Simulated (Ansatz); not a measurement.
Method: DFT PBE, scalar-relativistic, plane waves, PAW in Ansatz 0.2.0. All cells share a 420 eV cutoff and Γ-centred k meshes spaced at most about 0.3 Å⁻¹ (about 0.25 or finer for metals, 2π included). No spin polarisation.

Energies over the elements count from the elements' standard structures at the same level (O₂ as a molecule), with no fitted energy shifts.

Temperature and zero-point effects are left out. Only the structures computed here compete, so a lower one can exist.

A search for Cd₅O₂ gave 4 distinct relaxed structures. Coordination counts Cd atoms around O (those within 1.25 times the shortest such distance or 1.15 times the sum of covalent radii, 1.27 where that leaves under three; a plus sign parts nearer from farther groups). Cells relaxed within their symmetry can be saddle points.

**Question.** Which structure of Cd₅O₂ came out lowest?

**Answer.** The one with space group P-3m1 (No. 164), reached from: a cell proposed by chemical analogy. It has a = 3.357 Å, c = 12.757 Å, 17.8 Å³/atom, no gap on the mesh. Cd on a site of symmetry -3m is surrounded by 6 O at 2.39 Å and 12 Cd at 3.36–3.41 Å; Cd on a site of symmetry 3m has 3 O at 2.40 Å, 3 Cd at 3.08 Å and 9 Cd at 3.36–3.41 Å; Cd on a second site of symmetry 3m has 6 Cd at 3.06–3.08 Å, 6 Cd at 3.36 Å and 1 O at 3.80 Å; around O lie 6 Cd at 2.39–2.40 Å, 9 O at 3.36–3.39 Å and 1 Cd at 3.80 Å. Its energy over the elements is −0.52 eV/atom. It lies below the elements, which doesn't yet make it stable against other compounds or structures. An observed structure of this formula, if there is one, may be missing.

```cif
data_structure
_symmetry_space_group_name_H-M 'P-3m1'
_symmetry_Int_Tables_number 164
_cell_length_a 3.3575
_cell_length_b 3.3575
_cell_length_c 12.7565
_cell_angle_alpha 90.000
_cell_angle_beta 90.000
_cell_angle_gamma 120.000
_cell_volume 124.53
loop_
_atom_site_label
_atom_site_type_symbol
_atom_site_symmetry_multiplicity
_atom_site_Wyckoff_symbol
_atom_site_fract_x
_atom_site_fract_y
_atom_site_fract_z
_atom_site_occupancy
Cd1 Cd 1 a 0.00000 0.00000 0.00000 1
Cd2 Cd 2 d 0.33333 0.66667 0.21985 1
Cd3 Cd 2 d 0.66667 0.33333 0.40707 1
O1 O 2 d 0.33333 0.66667 0.89096 1
```

**Question.** How much higher is the R-3m structure with 17.8 Å³/atom and coordination O 6 (reached from: a cell proposed by chemical analogy)?

**Answer.** 34 meV/atom. It has no gap on its mesh.

**Question.** How much higher is the R-3m structure with 20.7 Å³/atom and coordination O 3+1 (reached from: Cu5Ge2 type (R-3m))?

**Answer.** 108 meV/atom. It has no gap on its mesh.

Some structure types and database cells were kept out of the candidates from the start, so a known form may be missing.
